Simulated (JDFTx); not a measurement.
Be:

```
CELL_PARAMETERS angstrom
-1.25312 1.25312 1.25312
1.25312 -1.25312 1.25312
1.25312 1.25312 -1.25312
ATOMIC_POSITIONS crystal
Be 0.00000 0.00000 0.00000
```

This isn't the form of Be at room conditions, which is hcp.

* Program: JDFTx 1.7.0 (patched build)
* Task: single point
* Functional: PBE
* Potentials or basis: PseudoDojo-SR-PBE-0.5-standard
* Cutoff: 1197 eV
* Density cutoff: 4789 eV
* k mesh: 15 × 15 × 15
* Occupations: fermi-dirac, width 0.05 eV
* Spin: no spin polarisation

On this cell: pressure 0.0 GPa; band gap on the k mesh none (metal or under the smearing width).

The same run follows on a disturbed copy (cell strained at random at fixed volume):

```
Be
1.0
    -1.26090    1.21568    1.26380
     1.26073   -1.23085    1.27880
     1.26541    1.23536   -1.27896
Be
1
Direct
  0.00279 0.99550 0.99282
```

**Question.** What changes?

**Answer.** The energy (extrapolated to zero smearing) moves by +3.1 meV/atom; pressure 0.1 GPa; band gap on the k mesh none (metal or under the smearing width).

Stress tensor (GPa, compression positive):
```
-0.77 -0.72  0.01
-0.72  2.48  2.41
 0.01  2.41 -1.33
```
